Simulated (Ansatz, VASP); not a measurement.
## SrTiO3 (Tausonite): VASP beside Ansatz

```xyz
10
Lattice="0.0000 3.9365 3.9365 3.9365 0.0000 3.9365 3.9365 3.9365 0.0000" Properties=species:S:1:pos:R:3 pbc="T T T"
Sr    1.9682    1.9682    1.9682
Sr    5.9047    5.9047    5.9047
Ti    0.0000    0.0000    0.0000
Ti    3.9365    3.9365    3.9365
O     1.9682    0.0000    0.0000
O     0.0000    1.9682    0.0000
O     0.0000    0.0000    1.9682
O     5.9047    3.9365    3.9365
O     3.9365    5.9047    3.9365
O     3.9365    3.9365    5.9047
```

Alike in both runs: task single point; functional PBE; k mesh 6 × 6 × 6; occupations gaussian, width 0.05 eV; collinear spin.

|  | VASP | Ansatz |
| --- | --- | --- |
| version | VASP 6.6.1 | Ansatz 0.2.0 |
| potentials or method | VASP PAW PBE potentials, release 64 (Sr_sv, Ti_sv, O) | scalar-relativistic, plane waves, PAW |
| plane-wave cutoff (eV) | 520 | 420 |
| valence electrons in the cell | 80 | 80 |

```csv
,VASP,Ansatz,Ansatz less VASP
gap on the k mesh at the Fermi level (eV),1.81,1.84,+0.031
least direct gap on the mesh (eV),1.81,1.84,+0.031
pressure (GPa),0.6,0.0,-0.61
net moment per atom (μB),0.00,0.00,0.000
```

Ansatz warned: «seeded_moment_not_kept».

A k mesh can miss the band edges.
